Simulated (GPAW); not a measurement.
The system is Si2Ni.

```
Ni Si
1.0
     0.00000    2.70300    2.70300
     2.70300    0.00000    2.70300
     2.70300    2.70300    0.00000
Ni Si
1 2
Direct
  0.00000 0.00000 0.00000
  0.75000 0.75000 0.75000
  0.25000 0.25000 0.25000
```

* Program: GPAW 26.7.0
* Task: single point
* Functional: PBE
* Potentials or basis: GPAW PAW data sets (gpaw-data 1.2.1)
* Cutoff: 600 eV
* Basis: pw
* k mesh: 9 × 9 × 9
* Occupations: fermi-dirac, width 0.05 eV
* Spin: collinear spin, ferromagnetic start
* Starting moments: [1.0, 0.0, 0.0] μB

On this cell: pressure 5.0 GPa; largest force zero by symmetry; net moment 0.00 μB per cell; band gap on the k mesh none (metal or under the smearing width).

The same run follows on a disturbed copy (atoms moved at random, drawn with an rms of 0.05 Å):

```
Ni Si
1.0
     0.00000    2.70300    2.70300
     2.70300    0.00000    2.70300
     2.70300    2.70300    0.00000
Ni Si
1 2
Direct
  0.00493 0.00989 0.99540
  0.75332 0.75088 0.76642
  0.24470 0.25296 0.25518
```

Question: What does the disturbed cell give?

Answer: The energy (extrapolated to zero smearing) moves by +7.6 meV/atom; pressure 5.3 GPa; largest force 0.487 eV/Å; net moment 0.00 μB per cell; band gap on the k mesh none (metal or under the smearing width).

Forces in eV/Å, atoms in the order of the input:
```
Ni   0.185  0.261 -0.367
Si  -0.218 -0.419  0.069
Si   0.033  0.158  0.298
```

Stress tensor (GPa, compression positive):
```
5.26 0.73 1.64
0.73 5.32 0.68
1.64 0.68 5.18
```

Caveats: the stock nickel data set gives pressures a few GPa off other programs.
